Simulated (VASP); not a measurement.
A run of VASP 6.6.1 is set up as follows.

Contents of INCAR:

```
  AGGAC = 0.0
  ALGO = Normal
  EDIFF = 1E-7
  EDIFFG = -0.005
  ENCUT = 600
  GGA = MK
  IBRION = 2
  ISIF = 3
  ISMEAR = 1
  LASPH = T
  LCHARG = F
  LREAL = F
  LUSE_VDW = T
  LWAVE = F
  NELM = 80
  NSW = 90
  PARAM1 = 0.1234
  PARAM2 = 0.711357
  PREC = Accurate
  SIGMA = 0.1
  ZAB_VDW = -1.8867
```

KPOINTS

```
k-points
0
Gamma
  12 12 12
```

Contents of POSCAR:

```
As                                      
1.0
    1.9090697989      1.1022019623      3.4787353571
   -1.9090697989      1.1022019623      3.4787353571
    0.0000000000     -2.2044039246      3.4787353571
  As            
     2
Direct
     0.7711733175957735    0.7711733175957735    0.7711733175957721
     0.2288266824042265    0.2288266824042265    0.2288266824042279
```

Potentials or basis: VASP PAW PBE potentials, release 64 (As).

Run with:

```bash
$ cat potpaw_PBE.64/As/POTCAR > POTCAR
$ mpirun -np 1 vasp_std > vasp.out
```

(1) Estimate the band gap on the k mesh.

Answers

(1) none (metal or under the smearing width).

Caveat: the relaxation stopped at its first step, so nothing moved.
